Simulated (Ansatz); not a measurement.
**TiC/GaN/W: conductance against the thickness of the layer**

How fast does the current through TiC/GaN/W fall with each added layer? The lower electrode is TiC rock salt(001), the upper one W bcc(001); the barrier is GaN zinc blende(001) (Ga and Ga faces). In the first transport cell, after relaxation, the nearest pair of electrode and barrier is C–Ga at 1.98 Å, along the normal, at the lower face and W–Ga at 2.76 Å, at a slant, at the upper one. All share a net of side 3.217 Å, which strains the lower electrode by +5.1 %, the upper one by +1.5 % and the barrier by +0.0 %, against typed lattice constants near PBE's. The first steps treat the bulk electrodes alone.

Calculated with Ansatz 0.2.0; PBE DFT, plane waves, PAW files, in the first sound run; inputs show where later runs differ.

The structure was built from a prototype and need not be the compound's stable phase.

## 1. Set-up

It takes space group I4/mmm (No. 139, tetragonal). The conventional cell has a = 3.217 Å, b = 3.217 Å, c = 4.176 Å, α = 90.00°, β = 90.00°, γ = 90.00°. C has 6 Ti at 2.09 to 2.27 Å nearest. Nearest to Ti lie 6 C at 2.09 to 2.27 Å. Farther neighbours are not listed.

Coordinates:

```cif
data_structure
_symmetry_space_group_name_H-M 'I4/mmm'
_symmetry_Int_Tables_number 139
_cell_length_a 3.2170
_cell_length_b 3.2170
_cell_length_c 4.1763
_cell_angle_alpha 90.000
_cell_angle_beta 90.000
_cell_angle_gamma 90.000
_cell_volume 43.22
loop_
_atom_site_label
_atom_site_type_symbol
_atom_site_symmetry_multiplicity
_atom_site_Wyckoff_symbol
_atom_site_fract_x
_atom_site_fract_y
_atom_site_fract_z
_atom_site_occupancy
C1 C 2 a 0.00000 0.00000 0.00000 1
Ti1 Ti 2 b 0.00000 0.00000 0.50000 1
```

## 2. Layer spacing of the electrode, 4 atoms, electrode TiC rock salt(001)

The electrode is held to the junction's net and relaxed along the normal; its spacing is used for the ideal lead layers.

Input file input.yaml:

```yaml
crystal:
  lattice:
    - [3.217, 0.0, 0.0]
    - [0.0, 3.217, 0.0]
    - [0.0, 0.0, 4.1763324789]
  atoms:
    - { symbol: C, position: [0.0, 0.0, 0.0] }
    - { symbol: Ti, position: [0.5, 0.5, 0.0] }
    - { symbol: C, position: [0.5, 0.5, 0.5] }
    - { symbol: Ti, position: [0.0, 0.0, 0.5] }
kpoints:
  mp_grid: { grid: [10, 10, 8] }
scf:
  occupations: { method: fermi_dirac, width: 0.1 }
  max_iter: 150
hamiltonian:
  xc: pbe
relax:
  f_tol: 0.01
  max_steps: 40
  cell: { fix: [a, b, angles] }
```

On the command line:

```bash
> ansatz run input.yaml --threads 8 --pin off --max-ram 24576MiB --backend cpu --events-out ev --progress --plain --runs-dir out
```

Numbers of over 12 decimals in the logs are rounded to 6 here.

Log:

```text
Engine: ansatz 0.2.0, aarch64-unknown-linux-gnu
Pseudopotentials: kind: paw
Pseudopotential: C, paw, valence charge 4, recommended cutoff 420 eV (normal), C.paw.azcp
Pseudopotential: Ti, paw, valence charge 12, recommended cutoff 420 eV (normal), Ti.paw.azcp
Functional definition: PBE
  parameter kappa = 0.804
  parameter beta = 0.066725
  exchange = pbe_x(kappa = kappa, mu = beta*pi^2/3)
  correlation = pbe_c(beta = beta)
Crystal: 4 atoms, lattice volume = 43.221 Å³
Basis set: ecut = 420 eV, 837 PW (Γ), exchange–correlation on 48×48×60 points (8 copies of the dense FFT grid, shifted against one another)
Bands: 20, of which v1, the nominal top of the filled ones, is band 16 counted from 1 (15 counted from 0)
Symmetry: 32 space group operations
Space group: I4/mmm (ITA 139), of the structure as read, at distance tolerance 3.5e-5 Å
k-points: 105 of 800
Non-local potential: C, projectors of the file, l = 0: 2, l = 1: 2, l = 2: 1
Non-local potential: Ti, projectors of the file, l = 0: 3, l = 1: 2, l = 2: 3, l = 3: 1
PAW form: soft (Blöchl's): semilocal exchange-correlation on the pseudo side does not see the compensation charge
PAW one-centre angular grid: C, 110 points (default); XC on 64 Gauss nodes
PAW one-centre angular grid: Ti, 590 points (default); XC on 64 Gauss nodes
Initial density: superposition of atomic densities (neutral atoms: chi_scale 0, normalization atom), corrected by the library's trained network
Initial wavefunctions: pseudopotential atomic-orbital guess
Functional: x = pbe(κ = 0.804, μ = 0.219515), c = pbe(β = 0.066725)
SCF iter   1: F=—  HF=-5504.228927 eV  |F-HF|=—  |Δ(HF+E_count)|=         —  Δρ=3.27e-3  dr2=3.17e-3  ethr=1.77e-3  ⟨swp⟩=4.5  Hψ=7860  notcnv=0
preconditioner: auto → Kerker (q_TF=auto, 2.595 Å⁻¹)  [metal: Δε(μ)=0.024 eV  Ē_g=6.465 eV  σ=0.100 eV  W_gap=0.06  n_scr=14 (ndim 8)  ℏωp=22.6 eV  f_vac=0.000  D(μ)=0.61/eV (n_scr^D=2)]
SCF iter   2: F=—  HF=-5504.228456 eV  |F-HF|=—  |Δ(HF+E_count)|=   4.71e-4  Δρ=1.56e-3  dr2=5.03e-4  ethr=9.92e-6  ⟨swp⟩=2.0  Hψ=3258  notcnv=0
SCF iter   3: F=—  HF=-5504.228500 eV  |F-HF|=—  |Δ(HF+E_count)|=   4.43e-5  Δρ=4.85e-4  dr2=6.33e-5  ethr=1.57e-6  ⟨swp⟩=1.5  Hψ=2303  notcnv=0
SCF iter   4: F=—  HF=-5504.228432 eV  |F-HF|=—  |Δ(HF+E_count)|=   6.78e-5  Δρ=8.60e-5  dr2=2.29e-6  ethr=1.98e-7  ⟨swp⟩=2.3  Hψ=2905  notcnv=0
iter 5 did not close the SCF: its close was put off for the readings that it lacked (scf_convergence_deferred on its scf_iter line)
SCF iter   5: F=-5504.228433 eV  HF=-5504.228433 eV  |F-HF|=1.66e-8  |Δ(HF+E_count)|=   5.89e-7  Δρ=1.49e-5  dr2=5.59e-8  ethr=7.16e-9  ⟨swp⟩=2.5  Hψ=2764  notcnv=0
SCF iter   6: F=-5504.228433 eV  HF=-5504.228433 eV  |F-HF|=6.50e-10  |Δ(HF+E_count)|=   2.97e-8  Δρ=2.36e-6  dr2=1.10e-9  ethr=1.75e-10  ⟨swp⟩=2.0  Hψ=6409  notcnv=0
SCF 1 converged in 6 iterations: F = -5504.228433 eV  dr2 = 1.10e-9
  greatest PAW one-centre occupation: 0.999 electrons in one spin orbital (limit 2), on the Ti atom at site 3 (counted from 0), in its partial waves of l = 0
relax step   1: F+E_penalty+E_count = -5504.22843311 eV  Δ(F+E_penalty+E_count) = +0.000e0 eV  max|allowed force component| = 2.071e-29 eV/Å  Δτ_max = 0.0000 Å  P = -10.284 GPa  Ω = 43.221 Å³  fix = [a, b, alpha, beta, gamma]  reactions: a -20.181, b -20.181 GPa  (6 SCF iters, dr2 threshold 1.00e-7 eV, accepted)
Crystal: 4 atoms, lattice volume = 43.640 Å³
Basis set: ecut = 420 eV, 839 PW (Γ), exchange–correlation on 48×48×60 points (8 copies of the dense FFT grid, shifted against one another)
Initial density: handed on by an earlier stage of this run
Initial wavefunctions: those handed on with the density
iter 1 solved again at ethr=1.67e-5 eV; its pass at ethr=3.10e-3 eV (dr2=5.33e-3 eV) is discarded
SCF iter   1: F=—  HF=-5504.246021 eV  |F-HF|=—  |Δ(HF+E_count)|=         —  Δρ=3.30e-3  dr2=5.42e-3  ethr=1.67e-5  ⟨swp⟩=1.3  Hψ=12015  notcnv=0
preconditioner: auto → Kerker (q_TF=auto, 2.591 Å⁻¹)  [metal: Δε(μ)=0.023 eV  Ē_g=6.413 eV  σ=0.100 eV  W_gap=0.06  n_scr=14 (ndim 8)  ℏωp=22.5 eV  f_vac=0.000  D(μ)=0.62/eV (n_scr^D=2)]
SCF iter   2: F=—  HF=-5504.244958 eV  |F-HF|=—  |Δ(HF+E_count)|=   1.06e-3  Δρ=1.37e-3  dr2=8.23e-4  ethr=1.67e-5  ⟨swp⟩=2.0  Hψ=2504  notcnv=0
SCF iter   3: F=—  HF=-5504.244698 eV  |F-HF|=—  |Δ(HF+E_count)|=   2.60e-4  Δρ=4.04e-4  dr2=7.58e-5  ethr=2.57e-6  ⟨swp⟩=2.4  Hψ=2864  notcnv=0
SCF iter   4: F=—  HF=-5504.244611 eV  |F-HF|=—  |Δ(HF+E_count)|=   8.72e-5  Δρ=9.87e-5  dr2=3.11e-6  ethr=2.37e-7  ⟨swp⟩=2.1  Hψ=2860  notcnv=0
iter 5 did not close the SCF: its close was put off for the readings that it lacked (scf_convergence_deferred on its scf_iter line)
SCF iter   5: F=-5504.244611 eV  HF=-5504.244611 eV  |F-HF|=4.51e-8  |Δ(HF+E_count)|=   1.84e-7  Δρ=2.47e-5  dr2=1.95e-7  ethr=9.71e-9  ⟨swp⟩=2.1  Hψ=2724  notcnv=0
SCF iter   6: F=-5504.244611 eV  HF=-5504.244611 eV  |F-HF|=2.58e-10  |Δ(HF+E_count)|=   2.54e-8  Δρ=3.43e-6  dr2=3.92e-9  ethr=6.08e-10  ⟨swp⟩=2.0  Hψ=6600  notcnv=0
SCF 2 converged in 6 iterations: F = -5504.244611 eV  dr2 = 3.92e-9
relax step   2: F+E_penalty+E_count = -5504.24461133 eV  Δ(F+E_penalty+E_count) = -1.618e-2 eV  max|allowed force component| = 4.373e-29 eV/Å  Δτ_max = 0.0000 Å  P = -12.866 GPa  Ω = 43.640 Å³  energy of the carried Pulay correction = -6.795e-4 eV  fix = [a, b, alpha, beta, gamma]  reactions: a -21.037, b -21.037 GPa  (6 SCF iters, dr2 threshold 4.00e-7 eV, accepted)
Crystal: 4 atoms, lattice volume = 43.882 Å³
Basis set: ecut = 420 eV, 847 PW (Γ), exchange–correlation on 48×48×60 points (8 copies of the dense FFT grid, shifted against one another)
iter 1 solved again at ethr=4.97e-6 eV; its pass at ethr=3.10e-3 eV (dr2=1.59e-3 eV) is discarded
SCF iter   1: F=—  HF=-5504.247521 eV  |F-HF|=—  |Δ(HF+E_count)|=         —  Δρ=1.87e-3  dr2=1.76e-3  ethr=4.97e-6  ⟨swp⟩=2.3  Hψ=11810  notcnv=0
preconditioner: auto → Kerker (q_TF=auto, 2.588 Å⁻¹)  [metal: Δε(μ)=0.007 eV  Ē_g=6.391 eV  σ=0.100 eV  W_gap=0.02  n_scr=14 (ndim 8)  ℏωp=22.4 eV  f_vac=0.000  D(μ)=0.63/eV (n_scr^D=2)]
SCF iter   2: F=—  HF=-5504.247178 eV  |F-HF|=—  |Δ(HF+E_count)|=   3.42e-4  Δρ=7.70e-4  dr2=2.63e-4  ethr=4.97e-6  ⟨swp⟩=2.1  Hψ=2612  notcnv=0
SCF iter   3: F=—  HF=-5504.247028 eV  |F-HF|=—  |Δ(HF+E_count)|=   1.51e-4  Δρ=2.37e-4  dr2=2.66e-5  ethr=8.22e-7  ⟨swp⟩=2.4  Hψ=2848  notcnv=0
SCF iter   4: F=—  HF=-5504.247020 eV  |F-HF|=—  |Δ(HF+E_count)|=   7.68e-6  Δρ=5.97e-5  dr2=1.20e-6  ethr=8.32e-8  ⟨swp⟩=2.0  Hψ=2849  notcnv=0
iter 5 did not close the SCF: its close was put off for the readings that it lacked (scf_convergence_deferred on its scf_iter line)
SCF iter   5: F=-5504.247020 eV  HF=-5504.247020 eV  |F-HF|=1.86e-8  |Δ(HF+E_count)|=   9.15e-9  Δρ=1.54e-5  dr2=7.29e-8  ethr=3.75e-9  ⟨swp⟩=2.2  Hψ=2854  notcnv=0
SCF iter   6: F=-5504.247020 eV  HF=-5504.247020 eV  |F-HF|=2.41e-10  |Δ(HF+E_count)|=   7.53e-9  Δρ=1.95e-6  dr2=1.13e-9  ethr=2.28e-10  ⟨swp⟩=1.8  Hψ=6421  notcnv=0
SCF 3 converged in 6 iterations: F = -5504.247020 eV  dr2 = 1.13e-9
relax step   3: F+E_penalty+E_count = -5504.24701993 eV  Δ(F+E_penalty+E_count) = -2.409e-3 eV  max|allowed force component| = 5.103e-29 eV/Å  Δτ_max = 0.0000 Å  P = -14.260 GPa  Ω = 43.882 Å³  energy of the carried Pulay correction = -1.068e-3 eV  fix = [a, b, alpha, beta, gamma]  reactions: a -21.523, b -21.523 GPa  (6 SCF iters, dr2 threshold 4.00e-7 eV, accepted)
[...]
relax step   4: F+E_penalty+E_count = -5504.24700408 eV  Δ(F+E_penalty+E_count) = +1.585e-5 eV  max|allowed force component| = 3.599e-30 eV/Å  Δτ_max = 0.0000 Å  P = -14.375 GPa  Ω = 43.903 Å³  energy of the carried Pulay correction = -1.101e-3 eV  fix = [a, b, alpha, beta, gamma]  reactions: a -21.564, b -21.564 GPa  (6 SCF iters, dr2 threshold 1.76e-7 eV, accepted)
[...]
relax step   5: F+E_penalty+E_count = -5504.24820923 eV  Δ(F+E_penalty+E_count) = -1.205e-3 eV  max|allowed force component| = 5.362e-30 eV/Å  Δτ_max = 0.0000 Å  P = -14.346 GPa  Ω = 43.903 Å³  fix = [a, b, alpha, beta, gamma]  reactions: a -21.545, b -21.545 GPa  stress off target by 5.24e-2 GPa on what of the cell is left free  SCF on the basis re-selected at this cell (its energy is not comparable with the rows above)  (6 SCF iters)
[...]
relax step   6: F+E_penalty+E_count = -5504.24820362 eV  Δ(F+E_penalty+E_count) = +5.609e-6 eV  max|allowed force component| = 7.716e-30 eV/Å  Δτ_max = 0.0000 Å  P = -14.369 GPa  Ω = 43.907 Å³  energy of the carried Pulay correction = -6.279e-6 eV  fix = [a, b, alpha, beta, gamma]  reactions: a -21.553, b -21.553 GPa  (6 SCF iters, dr2 threshold 6.88e-9 eV, accepted)
iter 1 solved again at ethr=4.68e-9 eV; its pass at ethr=3.10e-3 eV (dr2=1.50e-6 eV) is discarded
SCF iter   1: F=—  HF=-5504.248273 eV  |F-HF|=—  |Δ(HF+E_count)|=         —  Δρ=3.94e-6  dr2=3.45e-9  ethr=4.68e-9  ⟨swp⟩=3.2  Hψ=14365  notcnv=0
preconditioner: auto → Kerker (q_TF=auto, 2.588 Å⁻¹)  [metal: Δε(μ)=0.007 eV  Ē_g=6.399 eV  σ=0.100 eV  W_gap=0.02  n_scr=14 (ndim 8)  ℏωp=22.4 eV  f_vac=0.000  D(μ)=0.63/eV (n_scr^D=2)]
SCF iter   2: F=—  HF=-5504.248209 eV  |F-HF|=—  |Δ(HF+E_count)|=   6.33e-5  Δρ=1.88e-6  dr2=1.32e-9  ethr=1.08e-11  ⟨swp⟩=2.6  Hψ=4052  notcnv=0
SCF iter   3: F=—  HF=-5504.248209 eV  |F-HF|=—  |Δ(HF+E_count)|=  3.37e-11  Δρ=1.13e-6  dr2=3.94e-10  ethr=4.13e-12  ⟨swp⟩=1.2  Hψ=2146  notcnv=0
SCF iter   4: F=—  HF=-5504.248209 eV  |F-HF|=—  |Δ(HF+E_count)|=  2.27e-11  Δρ=5.50e-7  dr2=7.29e-11  ethr=1.23e-12  ⟨swp⟩=1.7  Hψ=2318  notcnv=0
iter 5 did not close the SCF: its close was put off for the readings that it lacked (scf_convergence_deferred on its scf_iter line)
SCF iter   5: F=-5504.248209 eV  HF=-5504.248209 eV  |F-HF|=1.82e-12  |Δ(HF+E_count)|=  1.82e-11  Δρ=1.28e-7  dr2=2.70e-12  ethr=1.00e-12  ⟨swp⟩=1.0  Hψ=2102  notcnv=0
SCF iter   6: F=-5504.248209 eV  HF=-5504.248209 eV  |F-HF|=0.00e0  |Δ(HF+E_count)|=    0.00e0  Δρ=9.63e-8  dr2=2.40e-12  ethr=1.00e-12  ⟨swp⟩=2.0  Hψ=5183  notcnv=0
SCF 7 converged in 6 iterations: F = -5504.248209 eV  dr2 = 2.40e-12
relax step   7: F+E_penalty+E_count = -5504.24820922 eV  Δ(F+E_penalty+E_count) = -5.601e-6 eV  max|allowed force component| = 3.229e-30 eV/Å  Δτ_max = 0.0000 Å  P = -14.368 GPa  Ω = 43.907 Å³  fix = [a, b, alpha, beta, gamma]  reactions: a -21.553, b -21.553 GPa  stress off target by 4.38e-4 GPa on what of the cell is left free  SCF on the basis re-selected at this cell (its energy is not comparable with the rows above)  (6 SCF iters)
basis re-selected at this cell: Δ(F+E_penalty+E_count) = -5.601e-6 eV, ΔP = +0.000 GPa vs the last step (what re-selecting the basis moved, of the pressure what is left beyond the Pulay correction that the steps carried, after the strain that the cell walked since its last selection, with what the two solves' SCF thresholds leave and, on support functions, any second-order correction that the steps lacked; it is no m [...]
SCF converged after 6 iterations
Free energy (F): -5504.248209 eV
Harris-Foulkes:  -5504.248209 eV  (|F-HF|=0.00e0)
Internal energy: -5504.227027 eV  (E = F + TS)
E sigma→0 (E₀):  -5504.237618 eV
Entropy (-TS):   -0.021182 eV (-5.296 meV/atom)
Fermi energy:    13.419382 eV
--- Per-component energies (eV) ---
  E_band       = -263.484010
  E_kinetic    = 716.349145
  E_local      = -1650.093493  (includes V_loc(G=0)·N_el)
  E_nonlocal   = 63.601036
  E_hartree    = 660.306547
  E_xc         = -292.253993
  E_vxc        = -364.713495  (∫ρ·V_xc dr)
  E_paw        = -2289.634074  (= ΣΔE_a)
  E_vpaw       = -349.240530  (= ΣTr[D̂ρ^β])
  E_aug_tail   = 0.000275  (compensation charges beyond the density's cutoff)
  E_ewald      = -2712.502470
  E_smearing   = -0.021182  (= −TS)
  E_closure    = 0.000000  (closes the sum)
  Σ components = -5504.248209   (vs F -5504.248209, Δ=0.00e0)
--- Forces (eV/Å), atoms counted from 1 ---
  atom   1  C      0.00000000     0.00000000     0.00000000
  atom   2  Ti     0.00000000     0.00000000     0.00000000
  atom   3  C     -0.00000000     0.00000000     0.00000000
  atom   4  Ti     0.00000000     0.00000000    -0.00000000
  max |Σ_I F_I| component: 1.23e-29 eV/Å
--- Stress (GPa, compression-positive) ---
      -21.552954      -0.000000       0.000000
       -0.000000     -21.552954       0.000000
        0.000000       0.000000       0.000438
  P = ⅓ Tr σ = -14.3685 GPa (-143.685 kbar)
--- Relaxed structure (5 steps of the walk, 5 accepted, 2 SCFs on fresh bases) ---
  F+E_penalty+E_count = -5504.24820922 eV   max|allowed force component| = 3.229e-30 eV/Å   (the final SCF, on the basis selected at the relaxed cell)
  cell:  # Å, volume = 43.9066 Å³
    - [3.217, 0, 0.0]
    - [0, 3.217, 0.0]
    - [0.0, 0.0, 4.242556]
  atoms:
    - { symbol: C, position: [0, 0, 0] }
    - { symbol: Ti, position: [0.5, 0.5, 0] }
    - { symbol: C, position: [0.5, 0.5, 0.5] }
    - { symbol: Ti, position: [0, 0, 0.5] }
```

Wall time 5 s (8 threads of Arm Neoverse V1, shared host); peak memory 0.45 GiB.

Step by step:

| step | energy less that of the first step (eV) | largest force component (eV/Å) | pressure (GPa) | volume (Å³) |
| --- | --- | --- | --- | --- |
| 1 | 0.0000 | 0.0000 | -10.28 | 43.22 |
| 2 | -0.0162 | 0.0000 | -12.87 | 43.64 |
| 3 | -0.0186 | 0.0000 | -14.26 | 43.88 |
| 4 | -0.0186 | 0.0000 | -14.38 | 43.90 |
| 5* | -0.0198 | 0.0000 | -14.35 | 43.90 |
| 6 | -0.0198 | 0.0000 | -14.37 | 43.91 |
| 7* | -0.0198 | 0.0000 | -14.37 | 43.91 |

Relaxation steps marked * repeat the geometry before them on a plane-wave basis chosen anew for their cell, so energy and pressure can jump there.

Forces are held to the 32 operations that the run works with; a distortion that breaks them can't arise in this run.

| conventional cell, symmetrised | before | after | change |
| --- | --- | --- | --- |
| a (Å) | 3.217 | 3.217 | +0.0 % |
| b (Å) | 3.217 | 3.217 | +0.0 % |
| c (Å) | 4.176 | 4.243 | +1.6 % |
| volume (Å³/atom) | 10.81 | 10.98 | +1.6 % |

The relaxed structure:

```xyz
4
Lattice="3.2170 0.0000 0.0000 0.0000 3.2170 0.0000 0.0000 0.0000 4.2426" Properties=species:S:1:pos:R:3 pbc="T T T"
C     0.0000    0.0000    0.0000
Ti    1.6085    1.6085    0.0000
C     1.6085    1.6085    2.1213
Ti    0.0000    0.0000    2.1213
```

This step gave:

| Property | Result |
| --- | --- |
| free energy | -5504.2482 eV |
| Fermi energy | 13.42 eV |
| pressure | -14.37 GPa |

[end of part 1 of 7]

[Logs are printed without paths, hosts, clocks, repeated set-up lines and the standing remarks that a program may print on its own settings, such as how far it seeks lower states.]

[Hosts, paths, dates, database ids (printed as entryN), source tags and the programs' standing remarks are cut or masked in the printed files.]
